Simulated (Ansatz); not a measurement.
# Al (Fm-3m) in Ansatz: single point with PBE

Aim: the single point of Al with PBE.

Program: Ansatz 0.2.0. These are calculated values, not measurements. Logs are shortened: lines on timing, memory, paths and dates and some standing lists are left out, and cuts for length are marked.

### 1 Starting point

Symmetry: Fm-3m, No. 225, cubic system. Conventional cell: a = 4.050 Å, b = 4.050 Å, c = 4.050 Å, α = 90.00°, β = 90.00°, γ = 90.00°. Al (site symmetry m-3m) has 12 Al at 2.86 Å as nearest neighbours.

### 2 Single point, PBE

File input.yaml:

```yaml
crystal:
  lattice:
    - [0.0, 2.024805, 2.024805]
    - [2.024805, 0.0, 2.024805]
    - [2.024805, 2.024805, 0.0]
  atoms:
    - { symbol: Al, position: [0.0, 0.0, 0.0] }
hamiltonian:
  xc: pbe
  pseudopotentials: { kind: paw }
kpoints:
  mp_grid: { grid: [15, 15, 15] }
scf:
  occupations: { method: fermi_dirac, width: 0.05 }
output:
  forces: true
  stress: true
  eigenvalues: true
```

Potentials or basis: Ansatz PAW.

Started as:

```
> ansatz run input.yaml --threads 2 --pin off --max-ram 5120MiB --backend cpu --events-out ev --progress --plain --runs-dir out
```

Log:

```text
Warning: RAYON_NUM_THREADS=2 ignored (pool sized by the plan → 2); use --threads N
Engine: ansatz 0.2.0, aarch64-unknown-linux-gnu
Pseudopotentials: kind: paw
Pseudopotential: Al, paw, valence charge 3, recommended cutoff 420 eV (normal), Al.paw.azcp
Functional definition: PBE
  parameter kappa = 0.804
  parameter beta = 0.06672455060314922
  exchange = pbe_x(kappa = kappa, mu = beta*pi^2/3)
  correlation = pbe_c(beta = beta)
Crystal: 1 atoms, lattice volume = 16.603 Å³
Basis set: ecut = 420 eV, 331 PW (Γ), exchange–correlation on 40×40×40 points (8 copies of the dense FFT grid, shifted against one another)
Bands: 6, of which v1, the nominal top of the filled ones, is band 2 counted from 1 (1 counted from 0)
Symmetry: 48 space group operations
Space group: Fm-3m (ITA 225), of the structure as read, at distance tolerance 2.6e-5 Å
k-points: 120 of 3375
Non-local potential: Al, projectors of the file, l = 0: 2, l = 1: 2, l = 2: 1
PAW form: soft (Blöchl's): semilocal exchange-correlation on the pseudo side does not see the compensation charge
PAW one-centre angular grid: Al, 110 points (default); XC on 64 Gauss nodes
Initial density: superposition of atomic densities (neutral atoms: chi_scale 0, normalization atom), corrected by the library's trained network
Initial wavefunctions: pseudopotential atomic-orbital guess
Functional: x = pbe(κ = 0.804, μ = 0.2195149727645171), c = pbe(β = 0.06672455060314922)
SCF iter   1: F=—  HF=-537.503858 eV  |F-HF|=—  |Δ(HF+E_count)|=         —  Δρ=4.76e-4  dr2=1.29e-5  ethr=1.77e-3  ⟨swp⟩=4.7  Hψ=6221  notcnv=0
preconditioner: auto → none  [metal: Δε(μ)=0.031 eV  Ē_g=13.143 eV  σ=0.050 eV  W_gap=0.15  n_scr=0 (ndim 8)  ℏωp=15.8 eV  f_vac=0.000  D(μ)=0.45/eV (n_scr^D=0)]
SCF iter   2: F=—  HF=-537.503904 eV  |F-HF|=—  |Δ(HF+E_count)|=   4.60e-5  Δρ=2.52e-4  dr2=4.24e-6  ethr=4.32e-7  ⟨swp⟩=2.0  Hψ=1835  notcnv=0  defer=1
iter 3 did not close the SCF: its close was put off for the readings that it lacked (scf_convergence_deferred on its scf_iter line)
SCF iter   3: F=-537.503914 eV  HF=-537.503914 eV  |F-HF|=1.69e-8  |Δ(HF+E_count)|=   1.02e-5  Δρ=2.07e-5  dr2=7.87e-8  ethr=1.41e-7  ⟨swp⟩=1.8  Hψ=817  notcnv=0  defer=1
iter 4 did not close the SCF: its close was put off for the readings that it lacked (scf_convergence_deferred on its scf_iter line)
SCF iter   4: F=-537.503914 eV  HF=-537.503914 eV  |F-HF|=2.54e-9  |Δ(HF+E_count)|=   1.35e-8  Δρ=7.43e-6  dr2=9.99e-9  ethr=2.62e-9  ⟨swp⟩=1.0  Hψ=672  notcnv=0  defer=1
iter 5 did not close the SCF: its close was put off for the readings that it lacked (scf_convergence_deferred on its scf_iter line)
SCF iter   5: F=-537.503914 eV  HF=-537.503914 eV  |F-HF|=1.80e-11  |Δ(HF+E_count)|=   2.29e-9  Δρ=5.86e-7  dr2=6.73e-11  ethr=3.33e-10  ⟨swp⟩=1.0  Hψ=672  notcnv=0  defer=1
SCF iter   6: F=-537.503914 eV  HF=-537.503914 eV  |F-HF|=1.25e-12  |Δ(HF+E_count)|=  1.10e-11  Δρ=1.55e-7  dr2=4.65e-12  ethr=2.24e-12  ⟨swp⟩=1.9  Hψ=2351  notcnv=0
SCF 1 converged in 6 iterations: F = -537.503914 eV  dr2 = 4.65e-12
SCF converged after 6 iterations
Free energy (F): -537.503914 eV
Harris-Foulkes:  -537.503914 eV  (|F-HF|=1.25e-12)
Internal energy: -537.500280 eV  (E = F + TS)
E sigma→0 (E₀):  -537.502097 eV
Entropy (-TS):   -0.003634 eV (-3.634 meV/atom)
Fermi energy:    8.014737 eV
--- Per-component energies (eV) ---
  E_band       = 10.427301
  E_kinetic    = 22.669170
  E_local      = 9.806403  (includes V_loc(G=0)·N_el)
  E_nonlocal   = 10.297162
  E_hartree    = 0.102024
  E_xc         = -39.689063
  E_vxc        = -28.901515  (∫ρ·V_xc dr)
  E_paw        = -467.322921  (= ΣΔE_a)
  E_vpaw       = -3.647965  (= ΣTr[D̂ρ^β])
  E_aug_tail   = -0.000002  (compensation charges beyond the density's cutoff)
  E_ewald      = -73.363052
  E_smearing   = -0.003634  (= −TS)
  E_closure    = 0.000000  (closes the sum)
  Σ components = -537.503914   (vs F -537.503914, Δ=0.00e0)
--- Forces (eV/Å), atoms counted from 1 ---
  atom   1  Al     0.00000000     0.00000000     0.00000000
  max |Σ_I F_I| component: 1.64e-32 eV/Å
--- Stress (GPa, compression-positive) ---
       -0.566809      -0.000000      -0.000000
       -0.000000      -0.566809       0.000000
        0.000000      -0.000000      -0.566809
  P = ⅓ Tr σ = -0.5668 GPa (-5.668 kbar)
--- Band table (eV; the first three rows and the last of 120) ---
  k-point 0: bands = ["-3.2049", "20.3675", "20.3675", "20.3675", "21.9137", "21.9137"]
  k-point 1: bands = ["-3.0847", "18.4659", "19.9748", "19.9748", "22.4897", "22.4897"]
  k-point 2: bands = ["-2.7245", "15.8055", "19.3908", "19.3908", "22.4954", "23.5300"]
  k-point 119: bands = ["6.7185", "6.8120", "8.1696", "9.5711", "22.2694", "24.3958"]
```

Wall time 0.61 s (2 threads of Arm Neoverse V1, shared host); peak memory 0.25 GiB.

What came out:

```
Free energy            : -537.5039 eV
Pressure               : -0.6 GPa
Band gap on the k mesh : none (metal or under the smearing width)
```
